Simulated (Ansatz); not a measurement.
# HgTe: properties at the relaxed cell

The task here is to estimate one member of a computed series from the others.

Computed with Ansatz 0.2.0 (DFT PBEsol, scalar-relativistic, plane waves, PAW, unless a step's input says otherwise).

1 further run of the same task is left out (set aside as unsound or not needed).

## The system as given

The structure is cubic, space group F-43m (No. 216). Conventional cell: a = 6.509 Å, b = 6.509 Å, c = 6.509 Å, α = 90.00°, β = 90.00°, γ = 90.00°. Hg (site symmetry -43m) is surrounded by 4 Te at 2.82 Å. Te (site symmetry -43m) is surrounded by 4 Hg at 2.82 Å.

Structure file:

```
Hg Te
1.0
     0.00000    3.25472    3.25472
     3.25472    0.00000    3.25472
     3.25472    3.25472    0.00000
Hg Te
1 1
Direct
  0.00000 0.00000 0.00000
  0.25000 0.25000 0.25000
```

This cell was relaxed beforehand with the same method: volume 34.48 Å³/atom, gap on the mesh none (metal).

The first run:

Input file input.yaml:

```yaml
crystal:
  lattice:
    - [0.0, 3.2547153855, 3.2547153855]
    - [3.2547153855, 0.0, 3.2547153855]
    - [3.2547153855, 3.2547153855, 0.0]
  atoms:
    - { symbol: Hg, position: [0.0, 0.0, 0.0] }
    - { symbol: Te, position: [0.25, 0.25, 0.25] }
basis:
  ecutwfc: 420
kpoints:
  mp_grid: { grid: [12, 12, 12] }
  band_path:
    path:
      - [[0.0, 0.0, 0.0], [-0.5, -0.5, 0.0], [-0.375, -0.375, 0.25]]
      - [[-0.375, 0.0, 0.375], [0.0, 0.0, 0.0], [0.0, 0.0, 0.5], [-0.5, -0.25, 0.25], [-0.5, -0.5, 0.0]]
    npoints: 14
hamiltonian:
  xc: pbesol
scf:
  occupations: { method: gaussian, width: 0.1 }
  n_extra_bands: 6
output:
  forces: true
  stress: true
  eigenvalues: true
  populations: true
  dos: { projected: true, de: 0.02, nscf_kmesh: { grid: [18, 18, 18] } }
  bader: true
  write_density: true
  write_potential: true
  elf: true
  volumetric_format: npy
```

Run with:

```
$ ansatz run input.yaml --threads 1 --pin off --max-ram 2560MiB --backend cpu --events-out ev --progress --plain --runs-dir out
```

Among the steps run: Electronic structure at the relaxed geometry; Back to the database's cell; Volume × 0.97; The cell scaled to 1.03 of its volume; Volume × 0.94; The cell scaled to 1.06 of its volume; The cell scaled to 0.91 of its volume; Volume × 1.10; Point at V/V0 = 0.88.

One of the session's tables, all rows but one given; the rest of the session is left out.

It belongs to the step «Energy against volume». 

| volume (Å³/atom) | energy above the lowest point (meV/atom) | pressure (GPa) |
| --- | --- | --- |
| 30.340 | 84.8 | 7.48 |
| 31.375 | 44.5 | 5.06 |
| 32.409 | 18.5 | 3.06 |
| 33.443 | 4.3 | 1.39 |
| 34.478 | 0.0 | 0.00 |
| 35.512 | ? | ? |
| 36.546 | 14.5 | -2.11 |
| 37.926 | 37.2 | -3.13 |

**Question.** Estimate the row for volume (Å³/atom) = 35.512.

Worked estimate for «energy above the lowest point (meV/atom)». A straight line through the neighbours (34.478, 0.0) and (36.546, 14.5) gives 0.0 + (14.5 − 0.0) × (35.512 − 34.478) / (36.546 − 34.478) = 7.2; a parabola fitted to 4 rows on both sides gives 4.0.

The run gave: energy above the lowest point (meV/atom): 3.8; pressure (GPa): -1.15. In «energy above the lowest point (meV/atom)» the line misses by +3.4 and the parabola by +0.2.
